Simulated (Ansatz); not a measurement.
SiO₂: vibrational free energy, entropy and heat capacity

Level of theory: DFT PBE+D3(BJ), scalar-relativistic, plane waves, PAW in Ansatz. Plane waves to 420 eV; Γ-centred k mesh 12×12×12; fixed occupations. No spin polarisation. Phonons by linear response, acoustic sum rule imposed.

Relaxed structure:
```cif
data_structure
_symmetry_space_group_name_H-M 'R-3m:H'
_symmetry_Int_Tables_number 166
_cell_length_a 2.6874
_cell_length_b 2.6874
_cell_length_c 13.7242
_cell_angle_alpha 90.000
_cell_angle_beta 90.000
_cell_angle_gamma 120.000
_cell_volume 85.84
loop_
_atom_site_label
_atom_site_type_symbol
_atom_site_symmetry_multiplicity
_atom_site_Wyckoff_symbol
_atom_site_fract_x
_atom_site_fract_y
_atom_site_fract_z
_atom_site_occupancy
Si1 Si 3 b 0.66667 0.33333 0.83333 1
O1 O 6 c 0.00000 0.00000 0.76667 1
```

The cell was found from a structure generator's guess, not taken from experiment. The q mesh is coarse, so values between its points are rough.

Force constants from linear response on a 3×3×3 q mesh, interpolated to a fine mesh.

Phonon density of states, in bins of 20 cm⁻¹:
```
bin centre (cm⁻¹)  share of modes (%)
               10                 0.0
               30                 0.1
               50                 0.3
               70                 0.5
               90                 0.7
              110                 0.7
              130                 0.8
              150                 0.8
              170                 0.9
              190                 1.0
              210                 1.2
              230                 1.4
              250                 1.7
              270                 2.4
              290                 3.4
              310                 0.8
              330                 0.9
              350                 1.0
              370                 1.2
              390                 1.5
              410                 1.3
              430                 1.4
              450                 4.0
              470                 6.4
              490                 3.5
              510                 4.1
              530                 4.7
              550                 2.5
              570                 3.7
              590                 3.4
              610                 4.0
              630                 2.1
              650                 2.8
              670                 4.2
              690                 3.8
              710                 5.4
              730                 8.3
              750                 1.9
              770                 1.3
              790                 1.1
              810                 1.2
              830                 2.1
              850                 2.1
              870                 1.4
              890                 1.0
              910                 0.8
              930                 0.5
              950                 0.0
```

(1) How much zero-point energy does an atom carry?

(2) How large are the vibrational entropy and heat capacity at 300 K?

(3) Tabulate them against temperature.

## Answers

(1) 101.9 meV.

(2) S = 1.17 k_B and C_V = 1.74 k_B per atom, 58 % of the Dulong–Petit value.

(3)
```tsv
T (K)	F_vib (meV/atom)	S (k_B/atom)	C_V (k_B/atom)
100	101.5	0.16	0.31
200	98.4	0.60	1.08
300	90.8	1.17	1.74
400	78.2	1.74	2.16
500	61.0	2.25	2.41
600	39.7	2.70	2.57
700	14.6	3.11	2.67
800	-13.7	3.47	2.74
900	-45.1	3.79	2.80
1000	-79.0	4.09	2.83
```
